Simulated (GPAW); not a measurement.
# InP (F-43m) in GPAW: notebook, part 2 of 2

GPAW 26.7.0.

## (6) Band structure, OLYP, spin-orbit coupling, no magnetisation

File run.py:

```python
import numpy as np
from ase.dft.bandgap import bandgap
from ase.io import read, write
from ase.units import GPa
from gpaw import GPAW, PW, setup_paths
from gpaw.spinorbit import soc_eigenstates

setup_paths.insert(0, '.')

atoms = read('InP.cif')

calc = GPAW(mode=PW(600),
            xc='GGA_X_OPTX+GGA_C_LYP',
            kpts={'size': (6, 6, 6), 'gamma': True},
            occupations={'name': 'fermi-dirac', 'width': 0.05},
            nbands=18,
            convergence={'density': 1e-05, 'energy': 1e-05},
            eigensolver='davidson',
            maxiter=150,
            txt='gpaw.txt')
atoms.calc = calc
energy = atoms.get_potential_energy()
forces = atoms.get_forces()
stress = atoms.get_stress()
calc.write('gs.gpw')
write('result.traj', atoms)
print(f'Energy: {energy:.6f} eV')
print('Forces (eV/A):')
print(forces.round(4))
print('Stress (GPa):', (stress / GPa).round(3))
print('Fermi level:', round(calc.get_fermi_level(), 4), 'eV')
print(f'Gap: {bandgap(calc)[0]:.4f} eV, direct: {bandgap(calc, direct=True)[0]:.4f} eV')

path = atoms.cell.bandpath('GXWKGLUWLK,UX', npoints=100, eps=1e-4)
bs_calc = calc.fixed_density(kpts=path, symmetry='off', nbands=30,
                             convergence={'bands': 'CBM+6.0', 'eigenstates': 1e-6}, txt='bands.txt')
bs = bs_calc.band_structure()
bs.write('bs.json')
print(f'Gap on the path: {bandgap(bs_calc)[0]:.4f} eV')

soc = soc_eigenstates(bs_calc, theta=0, phi=0)
np.savetxt('soc_bands.dat', soc.eigenvalues(), fmt='%.4f')
mesh = soc_eigenstates('gs.gpw', theta=0, phi=0)
np.savetxt('soc_mesh.dat', mesh.eigenvalues(), fmt='%.4f')
print('Fermi level with spin-orbit coupling:', round(mesh.fermi_level, 4), 'eV')
```

File InP.cif:

```cif
data_InP
_cell_length_a 4.14435284
_cell_length_b 4.14435284
_cell_length_c 4.14435284
_cell_angle_alpha 60.00000000
_cell_angle_beta 60.00000000
_cell_angle_gamma 60.00000000
_space_group_name_H-M_alt 'P1'
_space_group_name_Hall 'P 1'
_space_group_IT_number 1
loop_
_space_group_symop_operation_xyz
'x,y,z'
loop_
_atom_site_label
_atom_site_type_symbol
_atom_site_symmetry_multiplicity
_atom_site_Wyckoff_symbol
_atom_site_fract_x
_atom_site_fract_y
_atom_site_fract_z
_atom_site_occupancy
In1 In 1 a 0.0000000000 0.0000000000 0.0000000000 1
P1 P 1 a 0.7500000000 0.7500000000 0.7500000000 1
```

Potentials or basis: PAW data sets generated in the run's folder for this functional, pw.

Command:

```console
> gpaw-setup -f GGA_X_OPTX+GGA_C_LYP In P
> OMP_NUM_THREADS=1 python run.py
```

gpaw.txt:

```text
__  _  _
 | _ |_)|_||  |
 |__||  | ||/\| - 26.7.0

Input parameters:
  mode=PW(ecut=600.0),
  convergence={'density': 1e-05, 'energy': 1e-05},
  eigensolver=Davidson(niter=2),
  kpts=MonkhorstPack(size=(6, 6, 6), gamma=True),
  maxiter=150,
  nbands=18,
  occupations=Occupations(name='fermi-dirac', width=0.05),
  xc=XC(name='GGA_X_OPTX+GGA_C_LYP')

Diagonalizing LCAO Hamiltonian
Converting LCAO to pw mode

                         P

       In

Atoms  # Å, Bohr magnetons
|   | symbol |        x |        y |        z |    initial magnetic moments |
|---|--------|----------|----------|----------|-----------------------------|
| 0 |     In | 0.000000 | 0.000000 | 0.000000 | ( 0.0000,  0.0000,  0.0000) |
| 1 |      P | 6.216529 | 3.589115 | 2.537887 | ( 0.0000,  0.0000,  0.0000) |

Unit cell  # Å
| periodic |        x |        y |        z |  lengths |    angles |
|----------|----------|----------|----------|----------|-----------|
|      yes | 4.144353 | 0.000000 | 0.000000 | 4.144353 | 60.000000 |
|      yes | 2.072176 | 3.589115 | 0.000000 | 4.144353 | 60.000000 |
|      yes | 2.072176 | 1.196372 | 3.383850 | 4.144353 | 60.000000 |

Number of symmetries: 24
Symmetry operations  # r_c * U_cc + t_c -> r_c
|    | kind |            matrix            |
|----|------|------------------------------|
|  0 |  E   |  1, 0, 0,  0, 1, 0,  0, 0, 1 |
|  1 |  σ   |  1, 0, 0,  0, 0, 1,  0, 1, 0 |
|  2 |  σ   |  1, 0,-1,  0, 1,-1,  0, 0,-1 |
|  3 |  C3  |  1, 0,-1,  0, 0,-1,  0, 1,-1 |
|  4 |  C3  |  1,-1, 0,  0,-1, 1,  0,-1, 0 |
|  5 |  σ   |  1,-1, 0,  0,-1, 0,  0,-1, 1 |
|  6 |  σ   |  0, 1, 0,  1, 0, 0,  0, 0, 1 |
|  7 |  C3  |  0, 1, 0,  0, 0, 1,  1, 0, 0 |
|  8 |  C2  |  0, 1,-1,  1, 0,-1,  0, 0,-1 |
|  9 |  S4  |  0, 1,-1,  0, 0,-1,  1, 0,-1 |
| 10 |  C3  |  0, 0, 1,  1, 0, 0,  0, 1, 0 |
| 11 |  σ   |  0, 0, 1,  0, 1, 0,  1, 0, 0 |
| 12 |  S4  |  0, 0,-1,  1, 0,-1,  0, 1,-1 |
| 13 |  C3  |  0, 0,-1,  0, 1,-1,  1, 0,-1 |
| 14 |  S4  |  0,-1, 1,  1,-1, 0,  0,-1, 0 |
| 15 |  C2  |  0,-1, 1,  0,-1, 0,  1,-1, 0 |
| 16 |  C3  |  0,-1, 0,  1,-1, 0,  0,-1, 1 |
| 17 |  S4  |  0,-1, 0,  0,-1, 1,  1,-1, 0 |
| 18 |  S4  | -1, 1, 0, -1, 0, 1, -1, 0, 0 |
| 19 |  C3  | -1, 1, 0, -1, 0, 0, -1, 0, 1 |
| 20 |  C3  | -1, 0, 1, -1, 1, 0, -1, 0, 0 |
| 21 |  S4  | -1, 0, 1, -1, 0, 0, -1, 1, 0 |
| 22 |  σ   | -1, 0, 0, -1, 1, 0, -1, 0, 1 |
| 23 |  C2  | -1, 0, 0, -1, 0, 1, -1, 1, 0 |

BZ-sampling:
  Number of BZ points: 216
  Number of IBZ points: 16

  Monkhorst-Pack size: [6, 6, 6]
  Monkhorst-Pack shift: [0.08333333333333333, 0.08333333333333333, 0.08333333333333333]

K-points  # in reciprocal-cell coordinates
|     |                                coordinates |     weight |
|-----|--------------------------------------------|------------|
|   0 | (  0.00000000,   0.00000000,   0.00000000) | 0.00462963 |
|   1 | (  0.16666667,   0.16666667,   0.00000000) | 0.02777778 |
|   2 | (  0.16666667,   0.16666667,   0.16666667) | 0.03703704 |
[... 80 lines left out ...]

    Using partial waves for P as LCAO basis

Reference energy: -169346.325106  # eV

eigensolver:
  Davidson
  Converge bands: occupied
  niter=2

density mixing:
  MSR1-Mixer
  Pratt-step length: 0.05
  Maximum mixing coefficient: 0.75
  Old densities: 10
  SVD Regularization: 0.005
  Good broyden scale: 1.0
  Trust region scale: 1.0
  Backstep threshold: 4.0
  History deletion threshold: 6.0
  Fourier metric: weight=20.0, sigma=0.015

occupation numbers:
  Fermi-Dirac:
    width: 0.0500  # eV

poisson solver:
  ecut: 4800.0  # eV

xc functional:
  name: GGA_X_OPTX+GGA_C_LYP with 2 nearest neighbor stencil

convergence criteria:
- Maximum integral of absolute [dens]ity change: 1e-05 electrons / valence electron
- Maximum [total energy] change in last 3 cyles: 1e-05 eV / valence electron
- Maximum integral of absolute [eigenst]ate change: 4e-08 eV^2 / valence electron
maximum number of iterations: 150

SCF iterations
|iter     | |      energy | eigst |  dens |
|---------|-|-------------|-------|-------|
|iter:   1| |   -7.721598 | -0.27 |       |
|iter:   2| |   -7.643313 | -1.96 | -1.08 |
|iter:   3| |   -7.375729 | -1.67 | -1.12 |
|iter:   4| |   -7.384664 | -2.99 | -1.74 |
|iter:   5| |   -7.387962 | -3.63 | -2.18 |
|iter:   6| |   -7.388459 | -4.45 | -2.88 |
|iter:   7| |   -7.388570 | -4.99 | -3.31 |
|iter:   8| |   -7.388575c| -5.97 | -4.03 |
|iter:   9| |   -7.388576c| -6.64 | -4.54 |
|iter:  10| |   -7.388576c| -7.55c| -5.09c|

Converged in 10 steps
Energy contributions relative to reference atoms: (reference = -169346.325106)

Energy contributions:
  Kinetic:          25.062490
  Coulomb:         -22.567207
  Zero:              0.154194
  External:          0.000000
  Xc:              -10.038052
  Entropy:          -0.000001
  Spinorbit:         0.000000
  ----------------------------
  Free energy:      -7.388576
  Extrapolated:     -7.388576

dipole moment: (-23.721424, -13.695571, -9.684231)  # |e|*Ang

Fermi level: 5.654
Eigenvalues  # (at kpt = [0.000, 0.000, 0.000])
| band index |      eig [eV] | occ [0-2] |
|------------|---------------|-----------|
|          0 |        -9.294 |     2.000 |
|          1 |        -9.294 |     2.000 |
|          2 |        -9.294 |     2.000 |
|          3 |        -9.152 |     2.000 |
|          4 |        -9.152 |     2.000 |
|          5 |        -6.311 |     2.000 |
[... 10 lines left out ...]
|         16 |        16.800 |     0.000 |
|         17 |        16.800 |     0.000 |

Gap: 1.037 eV
Transition (v -> c):
  (s=0, k=0, n=8, [0.00, 0.00, 0.00]) -> (s=0, k=0, n=9, [0.00, 0.00, 0.00])
No difference between direct/indirect transitions

Forces  # eV/Ang
|        x |       y |        z |
|----------|---------|----------|
| -0.00000 | 0.00000 | -0.00000 |  # In   0
| -0.00000 | 0.00000 |  0.00000 |  # P    1

Stress tensor  # eV/Ang^3
|         x |         y |         z |
|-----------|-----------|-----------|
| -0.026195 |  0.000000 |  0.000000 |
|  0.000000 | -0.026195 | -0.000000 |
|  0.000000 |  0.000000 | -0.026195 |

# Writing to gs.gpw (mode='')
```

bands.txt:

```text
Diagonalizing LCAO Hamiltonian
Converting LCAO to pw mode
convergence criteria:
- Maximum integral of absolute [eigenst]ate change: 1e-06 eV^2 / valence electron
maximum number of iterations: 150

SCF iterations
|iter     | |      energy | eigst |  dens |
|---------|-|-------------|-------|-------|
[... 109 lines left out ...]
         [0.375     , 0.375     , 0.75      ],
         [0.625     , 0.25      , 0.625     ],
         [0.60416667, 0.20833333, 0.60416667],
         [0.58333333, 0.16666667, 0.58333333],
         [0.5625    , 0.125     , 0.5625    ],
         [0.54166667, 0.08333333, 0.54166667],
         [0.52083333, 0.04166667, 0.52083333],
         [0.5       , 0.        , 0.5       ]])),
  maxiter=150,
  nbands=30,
  occupations=Occupations(name='fermi-dirac', width=0.05),
  symmetry=Symmetry(point_group=False, time_reversal=False),
  xc=XC(name='GGA_X_OPTX+GGA_C_LYP')
```

Run time: 64 s. Hardware: 1 thread of Arm Neoverse V1, shared host; peak memory 0.31 GiB.

Results:

* Free energy: -7.3886 eV
* Pressure: 4.2 GPa
* Band gap on the k mesh: 1.01 eV, direct
* Band gap along the path: 1.01 eV, direct

Levels at the corners of the path, in eV from the valence-band top:
```
point  band 14  band 15  band 16  band 17  band 18  band 19  band 20  band 21  band 22  band 23
    Γ    -0.10     0.00     0.00     0.00     0.00     1.01     1.01     3.84     3.84     4.34
    X    -5.67    -2.36    -2.36    -2.25    -2.25     2.15     2.15     2.52     2.52     9.53
    W    -5.52    -2.96    -2.87    -2.81    -2.75     4.42     4.45     4.59     4.61     5.63
    K    -5.52    -3.25    -3.15    -1.93    -1.92     2.65     2.66     4.56     4.59     7.55
    Γ    -0.10     0.00     0.00     0.00     0.00     1.01     1.01     3.84     3.84     4.34
    L    -5.61    -1.05    -1.05    -0.93    -0.93     1.74     1.74     4.84     4.84     5.03
    U    -5.52    -3.25    -3.15    -1.93    -1.92     2.65     2.66     4.56     4.59     7.55
    W    -5.52    -2.96    -2.87    -2.81    -2.75     4.42     4.45     4.59     4.61     5.63
    L    -5.61    -1.05    -1.05    -0.93    -0.93     1.74     1.74     4.84     4.84     5.03
    K    -5.52    -3.25    -3.15    -1.93    -1.92     2.65     2.66     4.56     4.59     7.55
    U    -5.52    -3.25    -3.15    -1.93    -1.92     2.65     2.66     4.56     4.59     7.55
    X    -5.67    -2.36    -2.36    -2.25    -2.25     2.15     2.15     2.52     2.52     9.53
```

Caveat: spin-orbit coupling was added after a scalar SCF, so levels and gaps hold it while energy, forces, pressure and moments don't; this program's spin-orbit splittings come out too wide for heavy elements.

## (7) The runs side by side

```csv
task,level,potentials or basis,spin,band path,band points,spin axis theta (degrees),spin axis phi (degrees),eigensolver,gap on the mesh (eV),pressure (GPa)
equation of state,SCAN+D3(BJ),"GPAW PAW data sets (gpaw-data 1.2.1), pw",off,-,-,-,-,-,-,-
band structure,SCAN,"GPAW PAW data sets (gpaw-data 1.2.1), pw","SOC, no magnetisation","GXWKGLUWLK,UX",60,90,0,-,1.02,0.9
equation of state,vdW-DF-cx,"GPAW PAW data sets (gpaw-data 1.2.1), pw",off,-,-,-,-,-,-,-
band structure,OLYP,"PAW data sets generated in the run's folder for this functional, pw","SOC, no magnetisation","GXWKGLUWLK,UX",100,0,0,davidson,1.01,4.2
```

Alike in all rows: cell as given; k mesh 6 × 6 × 6; cutoff (eV) 600; smearing fermi-dirac 0.05 eV.

Caveats: the PAW data sets were made with another functional, which shifts forces and pressure a little (some runs); spin-orbit coupling was added after a scalar SCF, so levels and gaps hold it while energy, forces, pressure and moments don't (some runs); this program's spin-orbit splittings come out too wide for heavy elements (some runs); the points scatter about the fit (some runs).

Total energies depend on the potentials used, so only differences within one code and one set of settings carry meaning.

## (8) Against experiment

Step 3. A measured gap of InP is 1.4236 eV (direct; 1.6 K; a printed reference work, data compilation); the calculated 1.02 eV misses it by -0.40 eV. The value is that of SCAN, without temperature or zero-point motion.

Step 5. Against the measured bulk modulus of InP, 71 GPa (a printed reference work, data compilation), the calculated 65 GPa is off by -7.8 %. The fit is for a static lattice scaled at fixed shape and fixed fractional positions.

Step 6. A measured gap of InP is 1.4236 eV (direct; 1.6 K; a printed reference work, data compilation); the calculated 1.01 eV misses it by -0.42 eV. The value is that of OLYP, without temperature or zero-point motion.
